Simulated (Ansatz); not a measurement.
**Strain response of TiC**

The calculation used DFT PBEsol, scalar-relativistic, plane waves, PAW in Ansatz. Run with 420 eV cutoff, 18×18×12 k-mesh, Gaussian smearing of 0.10 eV, no spin polarisation.

Reference structure (relaxed):

```
Ti C
1.0
     2.14669    2.14669    0.00000
    -2.14669    2.14669    0.00000
     0.00000    0.00000    4.29337
Ti C
2 2
Cartesian
  0.0000 0.0000 0.0000
  0.0000 2.1467 2.1467
  0.0000 2.1467 0.0000
  0.0000 0.0000 2.1467
```

Deformation: biaxial strain in the a-b plane, with the length and tilt of c and the atoms relaxed, all within the symmetry that the strain leaves. Energies are extrapolated to zero smearing.

```
strain (%)  ΔE (meV/atom) a (Å) b (Å) c (Å)
      -6.0          171.6  2.854  2.854  4.419
      -4.0           70.8  2.914  2.914  4.376
      -2.0           16.5  2.975  2.975  4.333
      +0.0            0.0  3.036  3.036  4.293
      +2.0           14.3  3.097  3.097  4.256
      +4.0           53.6  3.157  3.157  4.224
      +6.0          113.4  3.218  3.218  4.195
```

Task: What stiffness (1/V) d²E/dε² at zero strain does a cubic fit over all points give?

Result: A cubic fit gives (1/V) d²E/dε² = 1285 GPa at zero strain (twice the biaxial modulus).

Task: How does the free axis c answer a small strain?

Result: Between the innermost points its strain is -0.45 times the applied one.